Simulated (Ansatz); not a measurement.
SrCl2 built on the CdI2 prototype, relaxed with r2SCAN+rVV10: 4 runs in Ansatz, each a calculation of independent-particle optics. Space group P-3m1 (No. 164), trigonal; a = 4.407 Å, c = 5.596 Å in the conventional setting, 31.38 Å³ an atom. Around Sr lie 6 Cl at 2.90 Å; around Cl lie 3 Sr at 2.90 Å. No spin polarisation. The prototype was imposed, so other structures may be more stable.

```yaml
crystal:
  lattice:
    - [4.40725, 0.00000, 0.00000]
    - [-2.20362, 3.81679, 0.00000]
    - [0.00000, 0.00000, 5.59607]
  atoms:
    - { symbol: Sr, position: [0.00000, 0.00000, 0.00000] }
    - { symbol: Cl, position: [0.33333, 0.66667, 0.24870] }
    - { symbol: Cl, position: [0.66667, 0.33333, 0.75130] }
```

On meshes this coarse, single peaks can be features of the mesh. No local fields, no excitons; the zone sum runs over the cells of the mesh, and ε∞ includes the bands left out of the spectrum. Up to four peaks are listed, those above 15 % of the tallest and inside the complete range; the four can differ from row to row. Rows marked drawn have settings drawn at random (some not listed).

```tsv
functional	k mesh	broadening (eV)	scissors (eV)	range (eV)	settings	direct gap on the mesh before scissors (eV)	ε∞ xx	ε∞ yy	ε∞ zz	complete up to (eV)	tallest peaks of mean ε₂ (eV)
PBE	6×6×4	0.1	0.00	0–20	chosen	5.16	3.04	3.04	2.85	20.0	6.95 7.75 8.70 9.25
r2SCAN	6×6×4	0.1	0.00	0–20	chosen	5.79	2.84	2.84	2.67	20.0	7.55 8.40 9.35 10.05
PBE	6×6×4	0.1	1.29 (to HSE06)	0–20	chosen	5.16	2.80	2.80	2.64	20.0	8.25 9.05 10.00 10.50
PBE	6×6×4	0.03	1.00	0–30	drawn	5.16	2.85	2.85	2.68	30.0	8.00 8.80 10.20 11.80
```

Spin-orbit coupling is left out.
